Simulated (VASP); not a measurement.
A run of VASP 6.6.1:

INCAR

```
SYSTEM = Re
PREC = Accurate
ENCUT = 600
EDIFF = 1E-7
ISMEAR = 1
SIGMA = 0.1
LREAL = .FALSE.
LASPH = .TRUE.
NELM = 80
ALGO = Normal
ISIF = 3
LWAVE = .FALSE.
LCHARG = .FALSE.
GGA = PE
IBRION = 2
NSW = 90
EDIFFG = -0.005
```

The input KPOINTS:

```
regular mesh
0
G
  15 15 8
  0 0 0
```

File POSCAR:

```
Re                                      
1.0
    2.7711871662      0.0000000000     -0.0000000000
   -1.3855935831      2.3999184846      0.0000000000
   -0.0000000000      0.0000000000      4.4902317541
  Re            
     2
Direct
     0.3333333332999970    0.6666666667000030    0.2500000000000000
     0.6666666667000030    0.3333333332999970    0.7500000000000000
```

Potentials or basis: VASP PAW PBE potentials, release 64 (Re).

Command:

```bash
$ cat potpaw_PBE.64/Re/POTCAR > POTCAR
$ mpirun -np 1 vasp_std > vasp.out
```

Hardware: 1 thread of Intel(R) Xeon(R) Platinum 8559C (Emerald Rapids) (shared host).

**Question.** How long does it take, and how much memory?

**Answer.** Wall time 31 s on 1 thread of Intel(R) Xeon(R) Platinum 8559C (Emerald Rapids), with other jobs on the host, peak memory 0.19 GiB. Counts: scf iterations 13, k points 135, ion steps 1.
